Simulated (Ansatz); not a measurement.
`BN(C)C=C` + `CC(=O)O` → `BOC(C)=O` + `C=CNC` at 298.15 K and 1 bar (ligand exchange at a B–N bond).

Isolated molecules relaxed with PBE0-D4/def2-TZVP in Ansatz; ΔE leaves out vibrations. CCSD(T)/CBS adds triple-zeta CCSD(T) − MP2 to the extrapolated MP2 energy (def2 sets, frozen cores). One conformer a species, not always the lowest.

```json
{"species": "`BN(C)C=C`", "CCSD(T)/CBS energy (Eh)": "-198.47223", "H − E (kJ/mol)": "307.7", "S (J/(mol·K))": "308.9"}
{"species": "`CC(=O)O`", "CCSD(T)/CBS energy (Eh)": "-228.87529", "H − E (kJ/mol)": "177.3", "S (J/(mol·K))": "287.6"}
{"species": "`BOC(C)=O`", "CCSD(T)/CBS energy (Eh)": "-254.28820", "H − E (kJ/mol)": "210.0", "S (J/(mol·K))": "318.3"}
{"species": "`C=CNC`", "CCSD(T)/CBS energy (Eh)": "-173.03872", "H − E (kJ/mol)": "271.9", "S (J/(mol·K))": "295.0"}
```

H − E and S are ideal-gas, rigid-rotor, harmonic terms from PBE0-D4/def2-TZVP, for one conformer and one mirror image of each species. 1 Eh = 2625.50 kJ/mol, R = 8.31446 J/(mol·K).

Task: By hand: ΔE, ΔH, ΔS and ΔG.

Result: ΔE = (-254.28820) + (-173.03872) − (-198.47223) − (-228.87529) = 0.02060 Eh = 54.1 kJ/mol. Δ(H − E) = 210.0 + 271.9 − 307.7 − 177.3 = -3.1, so ΔH = 51.0 kJ/mol. ΔS = 318.3 + 295.0 − 308.9 − 287.6 = 16.8 J/(mol·K). ΔG = 51.0 − 298.15 × (16.8)/1000 = 46.0 kJ/mol.

Task: By hand: the equilibrium constant, and the temperature at which ΔG would vanish if ΔH and ΔS stayed fixed.

Result: log₁₀ K = −ΔG/(RT ln 10) = -8.1. ΔG = 0 at ΔH/ΔS = 3036 K, far beyond where these terms or the molecules hold.

ΔH outweighs TΔS. A doubt of 5 kJ/mol in ΔE shifts log₁₀ K by 0.9 here. Other conformers and mirror images would add mixing entropy, several J/(mol·K) or more a flexible species. These are equilibria of isolated gas molecules and say nothing of rates. Largest T1 diagnostic: 0.015 (customary marks: 0.02 for closed shells, 0.045 for open ones).
